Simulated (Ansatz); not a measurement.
BeTe:

```
Te Be
1.0
     0.00000    2.77000    2.77000
     2.77000    0.00000    2.77000
     2.77000    2.77000    0.00000
Te Be
1 1
Direct
  0.75000 0.75000 0.75000
  0.00000 0.00000 0.00000
```

* Program: Ansatz 0.2.0
* Task: relaxation of cell and atoms
* Functional: revPBE
* Potentials or basis: Ansatz PAW
* Cutoff: 420 eV (not typed: the program's choice for these potentials)
* k mesh: 8 × 8 × 8
* Occupations: fermi-dirac, width 0.05 eV
* Spin: no spin polarisation

At the start: volume 21.25 Å³/atom.

Q: Where does the relaxation end?

A: It ends after 5 steps and the volume is 23.20 Å³/atom (+9.2 %); space group F-43m (No. 216, to 0.05 Å).

Step by step:
```
step  energy change (eV)  largest force (eV/Å)  volume (Å³)
   1              0.0000                0.0000        42.51
   2             -0.0584                0.0000        47.53
   3             -0.0628                0.0000        46.55
   4             -0.0629                0.0000        46.41
   5             -0.0635                0.0000        46.41
```

Final structure:
```cif
data_structure
_symmetry_space_group_name_H-M 'P 1'
_symmetry_Int_Tables_number 1
_cell_length_a 4.0337
_cell_length_b 4.0337
_cell_length_c 4.0337
_cell_angle_alpha 60.000
_cell_angle_beta 60.000
_cell_angle_gamma 60.000
_cell_volume 46.41
loop_
_atom_site_label
_atom_site_type_symbol
_atom_site_fract_x
_atom_site_fract_y
_atom_site_fract_z
_atom_site_occupancy
Te1 Te 0.75000 0.75000 0.75000 1
Be1 Be 0.00000 0.00000 0.00000 1
```

Caveat: the plane-wave basis is chosen anew once the cell has moved, so the energies of steps on either side of that aren't comparable; the PAW data sets come from PBE, with cores solved anew for the run's functional, which leaves a small shift of forces and pressure.
